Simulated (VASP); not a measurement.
Wanted: the native input for a VASP 6.6.1 run.

| Property | Result |
| --- | --- |
| Task | band structure |
| Functional | HSE06 |
| Potentials or basis | VASP PAW PBE potentials, release 64 (Ba_sv, Te) |
| Cutoff | 520 eV |
| k mesh | 4 × 4 × 4 |
| Occupations | gaussian, width 0.02 eV |
| Spin | no spin polarisation |
| Grid for exact exchange (PRECFOCK) | Fast |
| Screening parameter | 0.2 1/A |
| Further INCAR settings | ALGO = Normal; EDIFF = 1e-07; NBANDS = 15 |

Crystal: BaTe.

```xyz
2
Lattice="4.2625 0.0000 0.0000 0.0000 4.2625 0.0000 0.0000 0.0000 4.2625" Properties=species:S:1:pos:R:3 pbc="T T T"
Ba    0.0000    0.0000    0.0000
Te    2.1312    2.1312    2.1312
```

The cell comes from a database or a generator and needn't be the stable form of this composition.

These files were run (other wordings do the same):

POSCAR

```
BaTe
1.0
    4.2624660000      0.0000000000      0.0000000000
    0.0000000000      4.2624660000      0.0000000000
    0.0000000000      0.0000000000      4.2624660000
Ba Te
1 1
Direct
    0.0000000000      0.0000000000      0.0000000000
    0.5000000000      0.5000000000      0.5000000000
```

INCAR.step1

```
PREC = Accurate
ENCUT = 520
EDIFF = 1E-5
ISMEAR = 0
SIGMA = 0.02
LREAL = False
LASPH = True
NELM = 100
ALGO = Normal
ISIF = 2
LWAVE = True
LCHARG = False
NBANDS = 15
GGA = PE
```

INCAR.step2

```
PREC = Accurate
ENCUT = 520
EDIFF = 1E-7
ISMEAR = 0
SIGMA = 0.02
LREAL = False
LASPH = True
NELM = 100
ALGO = Normal
ISIF = 2
LWAVE = False
LCHARG = False
GGA = PE
LHFCALC = True
HFSCREEN = 0.2
PRECFOCK = Fast
NBANDS = 15
ISTART = 1
```

KPOINTS

```
regular mesh
0
Gamma
  4 4 4
```

KPOINTS_OPT

```
path GXMGRX,MR
10
line-mode
reciprocal
 0.0000000000  0.0000000000  0.0000000000  G
 0.0000000000  0.5000000000  0.0000000000  X

 0.0000000000  0.5000000000  0.0000000000  X
 0.5000000000  0.5000000000  0.0000000000  M

 0.5000000000  0.5000000000  0.0000000000  M
 0.0000000000  0.0000000000  0.0000000000  G

 0.0000000000  0.0000000000  0.0000000000  G
 0.5000000000  0.5000000000  0.5000000000  R

 0.5000000000  0.5000000000  0.5000000000  R
 0.0000000000  0.5000000000  0.0000000000  X

 0.5000000000  0.5000000000  0.0000000000  M
 0.5000000000  0.5000000000  0.5000000000  R
```

Potentials or basis: VASP PAW PBE potentials, release 64 (Ba_sv, Te).

Command:

```console
$ cat potpaw_PBE.64/Ba_sv/POTCAR potpaw_PBE.64/Te/POTCAR > POTCAR
$ cp INCAR.step1 INCAR
$ mpirun -np 1 vasp_std > vasp.out
$ cp INCAR.step2 INCAR
$ mpirun -np 1 vasp_std > vasp.out
```

It gave:

| Quantity | Value |
| --- | --- |
| Pressure | -0.4 GPa |
| Band gap on the k mesh | 1.48 eV, indirect (least direct gap 1.67 eV) |
| Band gap along the path | 1.48 eV, indirect (least direct gap 1.67 eV) |

Caveat: the PAW data sets were made with another functional, which shifts forces and pressure a little; spin-orbit coupling is left out, which moves the levels of the heavy elements.

It took 11 min on 1 thread of Intel(R) Xeon(R) Platinum 8559C (Emerald Rapids), on a shared host, peak memory 0.3 GiB.
